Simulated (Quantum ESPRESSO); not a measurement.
## ZrC in Quantum ESPRESSO: the effect of functional

The system is ZrC.

```
Zr C
1.0
     0.00000    2.36500    2.36500
     2.36500    0.00000    2.36500
     2.36500    2.36500    0.00000
Zr C
1 1
Cartesian
  2.3650 2.3650 2.3650
  0.0000 0.0000 0.0000
```

Alike in all runs:

```yaml
Program: Quantum ESPRESSO 7.5
Task: phonons
Cutoff: 612 eV
Density_cutoff: 4898 eV
k_mesh: 10 × 10 × 10
Occupations: cold, width 0.2 eV
Spin: no spin polarisation
```

Each run relaxes the cell or the atoms first.

```tsv
functional	potentials or basis	relaxed volume (Å³/atom)	highest phonon frequency (cm⁻¹)
LDA	GBRV 1.5 LDA	?	?
PBEsol	GBRV 1.5 PBEsol	12.72	450
WC	GBRV 1.5 PBE	12.79	445
BLYP	GBRV 1.5 PBE	13.50	369
AM05	GBRV 1.5 PBE	12.71	454
vdW-DF-cx	GBRV 1.5 PBE	12.81	446
```

**Question.** What does the run with functional LDA give?

**Answer.** Relaxed volume 12.50 Å³/atom; highest phonon frequency 459 cm⁻¹.

Caveats: the potentials were made for another functional, which shifts forces and pressure (some runs).

Runs at the PBE level aren't shown here.
